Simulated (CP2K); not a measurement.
# ZnSnN2 at PBE/DZVP: moving one setting at a time

Aim: start from a run with usual settings and see what each changed setting does to the results.

Method: PBE/DZVP, atoms fixed, no spin polarisation, in CP2K 2026.2.

2 further runs of the same task are left out: 1 that didn't finish, 1 set aside as unsound or not needed. Runs told in other sessions of the task aren't counted.

## (1) The starting structure

The structure is trigonal, space group R-3m (No. 166). The conventional cell has a = 3.167 Å, b = 3.167 Å, c = 15.449 Å, α = 90.00°, β = 90.00°, γ = 120.00°. Around Zn (site symmetry -3m) lie 6 N at 2.27 Å. Around Sn (site symmetry -3m) lie 6 N at 2.21 Å. N (site symmetry 3m) is surrounded by 3 Sn at 2.21 Å and 3 Zn at 2.27 Å.

Structure file:

```cif
data_structure
_symmetry_space_group_name_H-M 'R-3m:H'
_symmetry_Int_Tables_number 166
_cell_length_a 3.1674
_cell_length_b 3.1674
_cell_length_c 15.4495
_cell_angle_alpha 90.000
_cell_angle_beta 90.000
_cell_angle_gamma 120.000
_cell_volume 134.23
loop_
_atom_site_label
_atom_site_type_symbol
_atom_site_symmetry_multiplicity
_atom_site_Wyckoff_symbol
_atom_site_fract_x
_atom_site_fract_y
_atom_site_fract_z
_atom_site_occupancy
Zn1 Zn 3 a 0.00000 0.00000 0.00000 1
Sn1 Sn 3 b 0.33333 0.66667 0.16667 1
N1 N 6 c 0.66667 0.33333 0.08686 1
```

The structure type (II-IV-N2 ordering on rocksalt lattice) is imposed and need not be the compound's stable one.

## (2) The reference run

A small atomic basis brings errors of its own in gap and pressure, and the grid adds noise to the pressure.

File run.inp:

```
&GLOBAL
 PROJECT run
 RUN_TYPE ENERGY_FORCE
 PRINT_LEVEL LOW
&END GLOBAL
&FORCE_EVAL
 METHOD QS
 STRESS_TENSOR ANALYTICAL
 &DFT
  BASIS_SET_FILE_NAME BASIS_MOLOPT
  POTENTIAL_FILE_NAME GTH_POTENTIALS
  &QS
   EXTRAPOLATION USE_GUESS
  &END QS
  &MGRID
   CUTOFF 500
   REL_CUTOFF 50
  &END MGRID
  &XC
   &XC_FUNCTIONAL PBE
   &END XC_FUNCTIONAL
  &END XC
  &KPOINTS
   SCHEME MONKHORST-PACK 5 5 5
   SYMMETRY F
   FULL_GRID F
  &END KPOINTS
  &SCF
   ADDED_MOS 10
   EPS_SCF 1e-6
   MAX_SCF 80
   &DIAGONALIZATION
   &END DIAGONALIZATION
   &MIXING
    METHOD BROYDEN_MIXING
    ALPHA 0.3
   &END MIXING
   &SMEAR
    METHOD FERMI_DIRAC
    ELECTRONIC_TEMPERATURE [K] 232
   &END SMEAR
   &PRINT
    &ITERATION_INFO
    &END ITERATION_INFO
   &END PRINT
  &END SCF
  &PRINT
   &BAND_STRUCTURE
    FILE_NAME bands.bs
    ADDED_MOS 6
    &KPOINT_SET
     UNITS B_VECTOR
     SPECIAL_POINT 0.00000000 0.00000000 0.00000000
     NPOINTS 0
    &END KPOINT_SET
    &KPOINT_SET
     UNITS B_VECTOR
     SPECIAL_POINT 0.50000000 0.50000000 0.50000000
     NPOINTS 0
    &END KPOINT_SET
    &KPOINT_SET
     UNITS B_VECTOR
     SPECIAL_POINT 0.81231769 0.18768231 0.50000000
     NPOINTS 0
    &END KPOINT_SET
    &KPOINT_SET
     UNITS B_VECTOR
     SPECIAL_POINT 0.50000000 -0.18768231 0.18768231
     NPOINTS 0
    &END KPOINT_SET
    &KPOINT_SET
     UNITS B_VECTOR
     SPECIAL_POINT 0.50000000 0.00000000 0.00000000
     NPOINTS 0
    &END KPOINT_SET
    &KPOINT_SET
     UNITS B_VECTOR
     SPECIAL_POINT 0.34384115 -0.34384115 0.00000000
     NPOINTS 0
    &END KPOINT_SET
    &KPOINT_SET
     UNITS B_VECTOR
     SPECIAL_POINT 0.65615885 0.00000000 0.34384115
     NPOINTS 0
    &END KPOINT_SET
    &KPOINT_SET
     UNITS B_VECTOR
     SPECIAL_POINT 0.50000000 0.00000000 0.50000000
     NPOINTS 0
    &END KPOINT_SET
    &KPOINT_SET
     UNITS B_VECTOR
     SPECIAL_POINT -0.00520800 0.19531200 -0.20052100
     NPOINTS 0
    &END KPOINT_SET
   &END BAND_STRUCTURE
  &END PRINT
 &END DFT
 &SUBSYS
  &CELL
   A 5.46486109 0.00000000 0.00000000
   B 4.54697315 3.03145872 0.00000000
   C 4.54697315 1.37676684 2.70078785
  &END CELL
  &COORD
   SCALED
   Zn 1.00000000 -0.00000000 0.00000000
   Sn 0.50000000 0.50000000 0.50000000
   N 0.24646982 0.24646982 0.24646982
   N 0.75353018 0.75353018 0.75353018
  &END COORD
  &KIND Zn
   BASIS_SET DZVP-MOLOPT-SR-GTH
   POTENTIAL GTH-PBE
  &END KIND
  &KIND Sn
   BASIS_SET DZVP-MOLOPT-SR-GTH
   POTENTIAL GTH-PBE
  &END KIND
  &KIND N
   BASIS_SET DZVP-MOLOPT-SR-GTH
   POTENTIAL GTH-PBE
  &END KIND
 &END SUBSYS
 &PRINT
  &STRESS_TENSOR
  &END STRESS_TENSOR
  &FORCES
  &END FORCES
 &END PRINT
&END FORCE_EVAL
```

Run with:

```
$ cp2k.psmp -i run.inp
```

Standard output (excerpt; [...] marks lines left out):

```text
[...]
 CP2K| version string:                                       CP2K version 2026.2
[...]
                             - Atoms:                                          4
[...]
                             - Spherical basis functions:                     64
[...]
 Number of electrons:                                                         26
[...]
     1 NoMix/Diag. 0.30E+00    2.4     1.88713737       -84.2513736155 -8.43E+01
[...]
    13 Broy./Diag. 0.30E+00    4.2     0.00000041       -83.8528877383  1.50E-06
  *** SCF run converged in    13 steps ***
[...]
  Overlap energy of the core charge distribution:               0.00000001289943
  Self energy of the core charge distribution:               -136.81188995696647
  Core Hamiltonian energy:                                     41.80910669641583
  Hartree energy:                                              26.41508404954537
  Exchange-correlation energy:                                -15.26518854019599
  Electronic entropic energy:                                  -0.00000000002068
  Fermi energy:                                                 0.29025166875613
  Total energy:                                               -83.85288773832254
  Total energy (extrapolated to T->0):                        -83.85288773831219
[...]
 ENERGY| Total FORCE_EVAL ( QS ) energy [hartree]            -83.852885517428348
 FORCES| Atomic forces [hartree/bohr]
 FORCES|   Atom     x               y               z               |f|
 FORCES|      1 -3.40410819E-09 -6.17604987E-09 -9.02201299E-09   1.14511250E-08
 FORCES|      2  2.55275959E-08  1.12345074E-08  1.42726249E-08   3.13301792E-08
 FORCES|      3  6.75677141E-03  2.04593310E-03  1.25343723E-03   7.17013996E-03
 FORCES|      4 -6.75679362E-03 -2.04593818E-03 -1.25344250E-03   7.17016326E-03
 FORCES| Sum    -8.88152017E-11 -2.53332186E-11 -1.88585666E-11
 FORCES| Total atomic force                                       9.42632354E-11
 STRESS| Analytical stress tensor [bar]
 STRESS|                        x                   y                   z
 STRESS|      x        1.10547875114E+05  -8.73907563572E+02  -5.35976719963E+02
 STRESS|      y       -8.73907563572E+02   1.13170641004E+05  -1.61580474545E+02
 STRESS|      z       -5.35976719963E+02  -1.61580474545E+02   1.13334216671E+05
 STRESS| 1/3 Trace                                             1.12350910930E+05
 STRESS| Determinant                                           1.41777665538E+15
[...]
```

Run time: 63 s. Hardware: 2 threads of Arm Neoverse V1, shared host; peak memory 0.45 GiB.

Gap 0.71 eV; pressure 11.2 GPa.

## (3) Change: XC_FUNCTIONAL = BP

Edit run.inp of step 2 so:

```diff
@@ -19,3 +19,3 @@
   &XC
-   &XC_FUNCTIONAL PBE
+   &XC_FUNCTIONAL BP
    &END XC_FUNCTIONAL
```

Run with:

```
$ cp2k.psmp -i run.inp
```

Standard output (excerpt; [...] marks lines left out):

```text
[...]
 CP2K| version string:                                       CP2K version 2026.2
[...]
                             - Atoms:                                          4
[...]
                             - Spherical basis functions:                     64
[...]
 Number of electrons:                                                         26
[...]
     1 NoMix/Diag. 0.30E+00    2.4     1.87985847       -84.3708267750 -8.44E+01
[...]
    13 Broy./Diag. 0.30E+00    4.1     0.00000038       -83.9773896176  1.89E-06
  *** SCF run converged in    13 steps ***
[...]
  Overlap energy of the core charge distribution:               0.00000001289943
  Self energy of the core charge distribution:               -136.81188995696647
  Core Hamiltonian energy:                                     41.83783001597331
  Hartree energy:                                              26.39266675302691
  Exchange-correlation energy:                                -15.39599644253079
  Electronic entropic energy:                                  -0.00000000000837
  Fermi energy:                                                 0.28799777816760
  Total energy:                                               -83.97738961760599
  Total energy (extrapolated to T->0):                        -83.97738961760182
[...]
 ENERGY| Total FORCE_EVAL ( QS ) energy [hartree]            -83.977387402373708
 FORCES| Atomic forces [hartree/bohr]
 FORCES|   Atom     x               y               z               |f|
 FORCES|      1 -3.53583217E-09 -5.79386655E-09 -8.89443438E-09   1.11884745E-08
 FORCES|      2  2.62678752E-08  1.09264897E-08  1.44737866E-08   3.19198989E-08
 FORCES|      3  5.35188248E-03  1.62054789E-03  9.92817603E-04   5.67930527E-03
 FORCES|      4 -5.35190563E-03 -1.62055296E-03 -9.92822702E-04   5.67932942E-03
 FORCES| Sum    -4.12735895E-10  6.29267278E-11  4.80455227E-10
 FORCES| Total atomic force                                       6.36512307E-10
[...]
```

It took 63 s on 2 threads of Arm Neoverse V1, shared host; peak memory 0.46 GiB.

Totals of another method or basis aren't compared here.

## (4) Change: EPS_SCF = 1e-4

Edit run.inp of step 3 so:

```diff
@@ -19,3 +19,3 @@
   &XC
-   &XC_FUNCTIONAL BP
+   &XC_FUNCTIONAL PBE
    &END XC_FUNCTIONAL
@@ -29,3 +29,3 @@
    ADDED_MOS 10
-   EPS_SCF 1e-6
+   EPS_SCF 1e-4
    MAX_SCF 80
```

Run with:

```
$ cp2k.psmp -i run.inp
```

Standard output (excerpt; [...] marks lines left out):

```text
[...]
 CP2K| version string:                                       CP2K version 2026.2
[...]
                             - Atoms:                                          4
[...]
                             - Spherical basis functions:                     64
[...]
 Number of electrons:                                                         26
[...]
     1 NoMix/Diag. 0.30E+00    2.4     1.88713737       -84.2513736155 -8.43E+01
[...]
     9 Broy./Diag. 0.30E+00    4.2     0.00004513       -83.8528158530 -2.29E-04
  *** SCF run converged in     9 steps ***
[...]
  Overlap energy of the core charge distribution:               0.00000001289943
  Self energy of the core charge distribution:               -136.81188995696647
  Core Hamiltonian energy:                                     41.80915379169522
  Hartree energy:                                              26.41510552787936
  Exchange-correlation energy:                                -15.26518522852486
  Electronic entropic energy:                                  -0.00000000002069
  Fermi energy:                                                 0.29025151319603
  Total energy:                                               -83.85281585303809
  Total energy (extrapolated to T->0):                        -83.85281585302775
[...]
 ENERGY| Total FORCE_EVAL ( QS ) energy [hartree]            -83.852885517350643
 FORCES| Atomic forces [hartree/bohr]
 FORCES|   Atom     x               y               z               |f|
 FORCES|      1 -3.40726074E-09 -6.17436360E-09 -9.01472747E-09   1.14454141E-08
 FORCES|      2  2.55243295E-08  1.12352875E-08  1.42756165E-08   3.13291606E-08
 FORCES|      3  6.75876172E-03  2.04653574E-03  1.25380644E-03   7.17225202E-03
 FORCES|      4 -6.75878393E-03 -2.04654082E-03 -1.25381172E-03   7.17227532E-03
 FORCES| Sum    -8.89552113E-11 -2.52553486E-11 -1.88637220E-11
 FORCES| Total atomic force                                       9.43753265E-11
[...]
```

Run time: 46 s. Hardware: 2 threads of Arm Neoverse V1, shared host; peak memory 0.45 GiB.

Against the reference run the gap moves by 0.00 eV and the energy by 0.0 meV/atom.

## (5) Change: KPOINTS = 7x7x7

Edit run.inp of step 4 so:

```diff
@@ -23,3 +23,3 @@
   &KPOINTS
-   SCHEME MONKHORST-PACK 5 5 5
+   SCHEME MONKHORST-PACK 7 7 7
    SYMMETRY F
@@ -29,3 +29,3 @@
    ADDED_MOS 10
-   EPS_SCF 1e-4
+   EPS_SCF 1e-6
    MAX_SCF 80
```

Run with:

```
$ cp2k.psmp -i run.inp
```

Standard output (excerpt; [...] marks lines left out):

```text
[...]
 CP2K| version string:                                       CP2K version 2026.2
[...]
                             - Atoms:                                          4
[...]
                             - Spherical basis functions:                     64
[...]
 Number of electrons:                                                         26
[...]
     1 NoMix/Diag. 0.30E+00    3.5     1.88643975       -84.2513736155 -8.43E+01
[...]
    13 Broy./Diag. 0.30E+00    5.2     0.00000042       -83.8540369877  2.06E-06
  *** SCF run converged in    13 steps ***
[...]
  Overlap energy of the core charge distribution:               0.00000001289943
  Self energy of the core charge distribution:               -136.81188995696647
  Core Hamiltonian energy:                                     41.80329443243247
  Hartree energy:                                              26.41820230321397
  Exchange-correlation energy:                                -15.26364377930871
  Electronic entropic energy:                                  -0.00000000000464
  Fermi energy:                                                 0.28956754020038
  Total energy:                                               -83.85403698773396
  Total energy (extrapolated to T->0):                        -83.85403698773165
[...]
 ENERGY| Total FORCE_EVAL ( QS ) energy [hartree]            -83.854034870241563
 FORCES| Atomic forces [hartree/bohr]
 FORCES|   Atom     x               y               z               |f|
 FORCES|      1 -3.23980933E-09 -6.00723112E-09 -1.08516016E-08   1.28195338E-08
 FORCES|      2  2.67151990E-08  1.13050331E-08  9.77014877E-09   3.06098258E-08
 FORCES|      3  7.23557389E-03  2.19090818E-03  1.34225251E-03   7.67823221E-03
 FORCES|      4 -7.23559746E-03 -2.19091350E-03 -1.34225144E-03   7.67825576E-03
 FORCES| Sum    -9.32174719E-11 -2.67176502E-11 -1.99356853E-11
 FORCES| Total atomic force                                       9.89987952E-11
[...]
```

Run time: 76 s. Hardware: 2 threads of Arm Neoverse V1, shared host; peak memory 0.48 GiB.

Against the reference run the gap moves by 0.00 eV and the energy by -7.8 meV/atom.

## (6) Change: CUTOFF = 200

Edit run.inp of step 5 so:

```diff
@@ -15,3 +15,3 @@
   &MGRID
-   CUTOFF 500
+   CUTOFF 200
    REL_CUTOFF 50
@@ -23,3 +23,3 @@
   &KPOINTS
-   SCHEME MONKHORST-PACK 7 7 7
+   SCHEME MONKHORST-PACK 5 5 5
    SYMMETRY F
```

Run with:

```
$ cp2k.psmp -i run.inp
```

Standard output (excerpt; [...] marks lines left out):

```text
[...]
 CP2K| version string:                                       CP2K version 2026.2
[...]
                             - Atoms:                                          4
[...]
                             - Spherical basis functions:                     64
[...]
 Number of electrons:                                                         26
[...]
     1 NoMix/Diag. 0.30E+00    2.0     1.87994533       -84.2795780650 -8.43E+01
[...]
    13 Broy./Diag. 0.30E+00    3.4     0.00000042       -83.8795338230  1.71E-06
  *** SCF run converged in    13 steps ***
[...]
  Overlap energy of the core charge distribution:               0.00000001289943
  Self energy of the core charge distribution:               -136.81188995696647
  Core Hamiltonian energy:                                     41.80344438191035
  Hartree energy:                                              26.41977561942516
  Exchange-correlation energy:                                -15.29086388025796
  Electronic entropic energy:                                  -0.00000000003771
  Fermi energy:                                                 0.28975586959995
  Total energy:                                               -83.87953382302723
  Total energy (extrapolated to T->0):                        -83.87953382300837
[...]
 ENERGY| Total FORCE_EVAL ( QS ) energy [hartree]            -83.879531576863016
 FORCES| Atomic forces [hartree/bohr]
 FORCES|   Atom     x               y               z               |f|
 FORCES|      1 -5.79435836E-09 -6.99063244E-09 -9.71346657E-09   1.32964267E-08
 FORCES|      2  2.58800742E-08  1.11008280E-08  1.39307327E-08   3.14177011E-08
 FORCES|      3  7.03380693E-03  2.12981560E-03  1.30483146E-03   7.46412349E-03
 FORCES|      4 -7.03383038E-03 -2.12982074E-03 -1.30483630E-03   7.46414791E-03
 FORCES| Sum    -3.36979463E-09 -1.03277541E-09 -6.29224414E-10
 FORCES| Total atomic force                                       3.58023243E-09
[...]
```

Run time: 52 s. Hardware: 2 threads of Arm Neoverse V1, shared host; peak memory 0.28 GiB.

Against the reference run the gap moves by -0.03 eV and the energy by -181.3 meV/atom.

## (7) Change: ELECTRONIC_TEMPERATURE = 3000

Edit run.inp of step 6 so:

```diff
@@ -15,3 +15,3 @@
   &MGRID
-   CUTOFF 200
+   CUTOFF 500
    REL_CUTOFF 50
@@ -39,3 +39,3 @@
     METHOD FERMI_DIRAC
-    ELECTRONIC_TEMPERATURE [K] 232
+    ELECTRONIC_TEMPERATURE [K] 3000
    &END SMEAR
```

Run with:

```
$ cp2k.psmp -i run.inp
```

Standard output (excerpt; [...] marks lines left out):

```text
[...]
 CP2K| version string:                                       CP2K version 2026.2
[...]
                             - Atoms:                                          4
[...]
                             - Spherical basis functions:                     64
[...]
 Number of electrons:                                                         26
[...]
     1 NoMix/Diag. 0.30E+00    2.4     1.88585823       -84.2513736155 -8.43E+01
[...]
    13 Broy./Diag. 0.30E+00    4.1     0.00000033       -83.8534283348  1.83E-06
  *** SCF run converged in    13 steps ***
[...]
  Overlap energy of the core charge distribution:               0.00000001289943
  Self energy of the core charge distribution:               -136.81188995696647
  Core Hamiltonian energy:                                     41.80739754033839
  Hartree energy:                                              26.41618544965034
  Exchange-correlation energy:                                -15.26317670101202
  Electronic entropic energy:                                  -0.00194467992029
  Fermi energy:                                                 0.30386332217836
  Total energy:                                               -83.85342833483539
  Total energy (extrapolated to T->0):                        -83.85245599487524
[...]
 ENERGY| Total FORCE_EVAL ( QS ) energy [hartree]            -83.853424714141298
 FORCES| Atomic forces [hartree/bohr]
 FORCES|   Atom     x               y               z               |f|
 FORCES|      1 -3.05969551E-09 -6.05380686E-09 -8.04615137E-09   1.05238237E-08
 FORCES|      2  2.17280959E-08  1.31889387E-08  1.46593077E-08   2.93420101E-08
 FORCES|      3  7.52692191E-03  2.27911803E-03  1.39630034E-03   7.98740177E-03
 FORCES|      4 -7.52694066E-03 -2.27912519E-03 -1.39630697E-03   7.98742265E-03
 FORCES| Sum    -8.54719628E-11 -2.42908822E-11 -1.84587645E-11
 FORCES| Total atomic force                                       9.07536742E-11
[...]
```

It took 63 s on 2 threads of Arm Neoverse V1, shared host; peak memory 0.46 GiB.

Against the reference run the gap moves by +0.01 eV and the energy by -3.7 meV/atom.

## (8) Change: BASIS_SET = TZVP-MOLOPT-SR-GTH

Edit run.inp of step 7 so:

```diff
@@ -39,3 +39,3 @@
     METHOD FERMI_DIRAC
-    ELECTRONIC_TEMPERATURE [K] 3000
+    ELECTRONIC_TEMPERATURE [K] 232
    &END SMEAR
@@ -112,3 +112,3 @@
   &KIND Zn
-   BASIS_SET DZVP-MOLOPT-SR-GTH
+   BASIS_SET TZVP-MOLOPT-SR-GTH
    POTENTIAL GTH-PBE
@@ -116,3 +116,3 @@
   &KIND Sn
-   BASIS_SET DZVP-MOLOPT-SR-GTH
+   BASIS_SET TZVP-MOLOPT-SR-GTH
    POTENTIAL GTH-PBE
@@ -120,3 +120,3 @@
   &KIND N
-   BASIS_SET DZVP-MOLOPT-SR-GTH
+   BASIS_SET TZVP-MOLOPT-SR-GTH
    POTENTIAL GTH-PBE
```

Run with:

```
$ cp2k.psmp -i run.inp
```

Standard output:

```text
[... start of the log left out ...]
 * /| |                                                                        *
 *******************************************************************************

 ===== Routine Calling Stack =====

            3 read_qs_kind
            2 create_qs_kind_set
            1 CP2K

Program received signal SIGABRT: Process abort signal.

Backtrace for this error:
#0  0x5b1174bcf957 in ???
#1  0x5b1195484cac in __pthread_kill_implementation
#2  0x5b119542bfb7 in raise
#3  0x5b1195415d37 in abort
#4  0x5b11752a2d83 in ???
#5  0x5b11752a4297 in ???
#6  0x5b11751f551b in ???
#7  0x5b1174edc01b in ???
#8  0x5b1174ee4daf in ???
#9  0x5b1174fb7903 in ???
#10  0x5b1174e73803 in ???
#11  0x5b1174c7546f in ???
#12  0x5b1175556783 in ???
#13  0x5b1175559d0b in ???
#14  0x5b1174c70db3 in ???
#15  0x5b1174c6ef13 in ???
#16  0x5b1195416573 in __libc_start_call_main
#17  0x5b1195416657 in __libc_start_main_impl
#18  0x5b1174c6f06f in ???
#19  0xffffffffffffffff in ???
```

It took 0.27 s on 2 threads of Arm Neoverse V1, shared host; peak memory 0.12 GiB.

The program refused the job.

## (9) Results

| change | ends | gap (eV) | energy (meV/atom) | pressure (GPa) | time |
| --- | --- | --- | --- | --- | --- |
| none | converged | 0.71 | 0 | 11.2 | 63 s |
| XC_FUNCTIONAL = BP | converged | +0.01 | – | +0.3 | 63 s |
| EPS_SCF = 1e-4 | converged | 0.00 | 0.0 | 0.0 | 46 s |
| KPOINTS = 7x7x7 | converged | 0.00 | -7.8 | +0.1 | 76 s |
| CUTOFF = 200 | converged | -0.03 | -181.3 | +2.5 | 52 s |
| ELECTRONIC_TEMPERATURE = 3000 | converged | +0.01 | -3.7 | +0.6 | 63 s |
| BASIS_SET = TZVP-MOLOPT-SR-GTH | refused | – | – | – | 0.27 s |

The first row holds values, the others changes from it. Keys are the program's: temperature in eV (tblite) or K (CP2K), cutoffs in Ry, CUTOFP in Å. Among the numerical settings, CUTOFF = 200 moves the energy most (-181.3 meV/atom). 1 of the 6 changes gave no result. The runs test settings. The reference's gap and pressure are those of this cheap level and cell, not checked here against a higher level, and such methods can miss a gap or a metal outright.
